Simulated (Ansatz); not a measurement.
Al:

```xyz
2
Lattice="2.8125 0.0000 0.0000 -1.4062 2.4357 0.0000 0.0000 0.0000 4.8669" Properties=species:S:1:pos:R:3 pbc="T T T"
Al    0.0000    1.6238    1.2167
Al    1.4062    0.8119    3.6501
```

This isn't the form of Al at room conditions, which is fcc.

Program: Ansatz 0.2.0. Alike in all runs: potentials or basis Ansatz PAW; no spin polarisation; cell as given; k mesh 6 × 6 × 3; smearing fermi-dirac 0.05 eV; the mesh is coarse, so values aren't converged.

Order these runs on this cell by their pressure, lowest first.
A. level HF; cutoff (eV) 420
B. level HSE03; cutoff (eV) 420; points for each segment of the path 4
C. level B3LYP; cutoff (eV) 420
D. level r2SCANh; cutoff (eV) 500

D (-0.7 GPa), B (1.3 GPa), C (3.8 GPa), A (7.6 GPa).

Caveats: all runs use coarse meshes; the PAW data sets come from PBE, with cores solved anew for the run's functional, which leaves a small shift of forces and pressure; the thresholds are loose for stress.
